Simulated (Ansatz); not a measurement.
CuO:

```
CELL_PARAMETERS angstrom
3.17550 0.00000 0.00000
0.00000 3.17550 0.00000
0.00000 0.00000 4.64953
ATOMIC_POSITIONS crystal
Cu 0.00000 0.00000 0.00000
Cu 0.50000 0.50000 0.00000
O 0.50000 0.00000 0.26700
O 0.00000 0.50000 0.73300
```

The cell was built by a generator and needn't be a form met in nature.

| Quantity | Value |
| --- | --- |
| Program | Ansatz 0.2.0 |
| Task | relaxation of cell and atoms |
| Functional | PBEsol |
| Dispersion | D3(BJ) |
| Potentials or basis | Ansatz PAW |
| Cutoff | 420 eV (not typed: the program's choice for these potentials) |
| k mesh | 8 × 8 × 6 |
| Occupations | fermi-dirac, width 0.05 eV |
| Spin | no spin polarisation |

At the start: volume 11.72 Å³/atom.

How do energy, volume and symmetry change on relaxing?

It ends after 24 steps and the volume is 10.96 Å³/atom (-6.5 %); space group P4/mmm (No. 123, to 0.05 Å).

Step by step:
```tsv
step	energy change (eV)	largest force (eV/Å)	volume (Å³)
1	0.0000	1.3160	46.88
2	-0.5200	1.1046	47.30
3	-0.9704	0.8222	47.80
4	-1.3029	0.4952	47.73
5	-1.4966	0.2750	46.71
6	-1.6444	0.2547	44.90
7	-1.8077	0.3793	42.98
8	-1.9887	0.5023	40.96
9	-2.1223	0.4906	38.71
10	-2.2111	0.3716	38.86
11	-2.2979	0.3551	41.82
12	-2.3548	0.0061	42.71
13	-2.3604	0.0053	42.64
14	-2.3603	0.0008	42.67
15	-2.6690	0.0136	42.67
16	-2.7286	0.0246	43.65
17	-2.7344	0.0202	44.26
18	-2.7377	0.0085	43.96
19	-2.7386	0.0028	43.82
20	-2.7385	0.0005	43.84
21	-2.7386	0.0002	43.84
22	-2.7443	0.0002	43.84
23	-2.7443	0.0000	43.85
24	-2.7443	0.0000	43.85
```

Final structure:
```xyz
4
Lattice="3.8255 0.0000 0.0000 0.0000 3.8255 0.0000 0.0000 0.0000 2.9965" Properties=species:S:1:pos:R:3 pbc="T T T"
Cu    0.0000    0.0000    0.0000
Cu    1.9128    1.9128    0.0000
O     1.9128    0.0000   -0.0001
O     0.0000    1.9128    2.9965
```

Caveat: the plane-wave basis is chosen anew once the cell has moved, so the energies of steps on either side of that aren't comparable; the pressure holds a Pulay correction of +0.7 GPa for the finite cutoff; the run has no spin polarisation, though such a crystal can be magnetic; pairwise dispersion overbinds metals, which lowers pressure and volume; the PAW data sets come from PBE, with cores solved anew for the run's functional, which leaves a small shift of forces and pressure.
